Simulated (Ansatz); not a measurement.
Ta: energy less free atoms and pressure against volume scale

Results calculated with Ansatz 0.2.0, not measured. Periodic Kohn-Sham DFT of a crystal at fixed atoms, scaled to volume_scale times the given cell; pressure positive in compression, energy less spherical unpolarised free atoms, largest_vzz the field gradient of largest size among the nuclei.

The cell before it is scaled or strained (space group Pm-3m, No. 221):
```
CELL_PARAMETERS angstrom
2.74150 0.00000 0.00000
0.00000 2.74150 0.00000
0.00000 0.00000 2.74150
ATOMIC_POSITIONS crystal
Ta 0.00000 0.00000 0.00000
```

Settings of every row: method all-electron LAPW; functional PBE; relativity scalar; k mesh 13x13x13; filling fermi-dirac; smearing width 0.03 eV; basis error target 0.5 meV/atom; nucleus gaussian.

Atom start moment: 0 on all atoms.

Limits: no spin-orbit coupling on heavy atoms; the cell comes from a prototype or a list of computed structures and needn't be the stable phase.

| row | volume scale | V (Å³/atom) | energy less free atoms (eV/atom) | pressure (GPa) |
| --- | --- | --- | --- | --- |
| 1 | 0.96 | 19.78 | -8.6079 | 6.223 |
| 2 | 0.98 | 20.193 | ? | ? |
| 3 | 1 | 20.604 | -8.6232 | -0.057 |
| 4 | 1.02 | 21.017 | -8.6195 | -2.773 |
| 5 | 1.04 | 21.429 | -8.6092 | -5.244 |

Question: what energy less free atoms and pressure should row 2 give?

Worked fit of energy less free atoms. Take u = (V_r/V)^(2/3) − 1 with V_r = 20.81 Å³ an atom, which is twice the finite (Eulerian) strain; such expansions in the strain, on which the Birch-Murnaghan equation of state is built, carry the rest volume and the bulk modulus. The shown rows have u = 0.03442, 0.00665, -0.00658, -0.01935. Least squares give energy less free atoms = −8.62223 − 0.2812 × u + 20.261 × u² eV/atom; a straight line predicts inner rows, each left out in turn, worse (root mean square 0.009 against 1e-06 eV/atom). All shown rows lie on it to the printed digit. Its lowest point lies at u = 0.0069, or V = 20.6 Å³ an atom, and the curvature there gives the bulk modulus at fixed shape and fractions, B = (4/9)(1 + u)² E″(u)/V = 142 GPa. The withheld row has u = 0.02027, so the fit gives −8.62223 − 0.2812 × (0.02027) + 20.261 × (0.02027)² = -8.6196 eV/atom.

The calculation gave -8.6196 eV/atom. The fit meets it to the printed digit.

Worked fit of pressure. Take u = (V_r/V)^(2/3) − 1 with V_r = 20.81 Å³ an atom, which is twice the finite (Eulerian) strain; such expansions in the strain, on which the Birch-Murnaghan equation of state is built, carry the rest volume and the bulk modulus. The shown rows have u = 0.03442, 0.00665, -0.00658, -0.01935. Least squares give pressure = −1.4443 + 205.805 × u + 492.13 × u² GPa; a straight line predicts inner rows, each left out in turn, worse (root mean square 0.22 against 0.0086 GPa). The rows lie off it by 0.000, -0.003, 0.004, -0.002. The pressure vanishes at u = 0.0069, or V = 20.6 Å³ an atom, and there the bulk modulus at fixed shape and fractions is B = −V dP/dV = (2/3)(1 + u) dP/du = 143 GPa. The withheld row has u = 0.02027, so the fit gives −1.4443 + 205.805 × (0.02027) + 492.13 × (0.02027)² = 2.930 GPa.

The calculation gave 2.93 GPa. The fit meets it to the printed digit.
